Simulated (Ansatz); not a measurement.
BAs: experiment and calculation

**Experimental background.**

“Thermal expansion coefficients of high thermal conducting BAs and BP materials”, 2019, arxiv:1906.04101 reports, for a bulk crystal of BAs at 300 K: lattice constant a 4.7766 ± 0.0014 Å.

From “Basic Physical Properties of Cubic Boron Arsenide”, 2019, arxiv:1911.11281, for a bulk crystal of BAs at 300 K: band gap 1.82 eV (indirect).

The results are compared with them further down.

These are results of DFT PBE, scalar-relativistic, plane waves, PAW in Ansatz, not measurements.

Settings: cutoff 420 eV, Γ-centred mesh 10×10×10 on the computed 2-atom cell, Gaussian smearing of 0.02 eV; no spin polarisation.

Relaxed structure, symmetry kept:

```
B As
1.0
     0.00000    2.40441    2.40441
     2.40441    0.00000    2.40441
     2.40441    2.40441    0.00000
B As
1 1
Direct
  0.00000 0.00000 0.00000
  0.25000 0.25000 0.25000
```

```json
{
 "Space group": "F-43m (No. 216)",
 "Volume per atom": "13.90 Å³",
 "Formation energy from the elements' standard states (uncorrected)": "-0.027 eV/atom",
 "Kohn–Sham band gap": "1.20 eV",
 "Löwdin character of the top 1 eV of the valence band": "B 2p 52 %, As 4p 45 %",
 "Löwdin character of the lowest 1 eV of the conduction band": "B 2p 34 %, As 4p 22 %, B 2s 19 %, As 4s 12 %, unprojected 12 %",
 "Bader charges (e)": "B (1 in the cell) 0.12, As (1 in the cell) -0.12"
}
```

Measured lattice constant a of BAs: 4.7766 Å (300 K; the paper above). This calculation gives 4.809 Å (+0.7 %). 4 values of this kind are on record (4.7741 to 4.7776 Å); this one was drawn at random among those near their median, those with a stated uncertainty first. The calculation is for 0 K without zero-point motion. Against the measured band gap of BAs, 1.82 eV (indirect; 300 K; the paper above), the calculated 1.20 eV is off by -0.62 eV. Kohn–Sham gaps of semilocal functionals fall short of measured ones as a rule; spin-orbit coupling, left out here, would usually lower the calculated gap of a compound with heavy elements.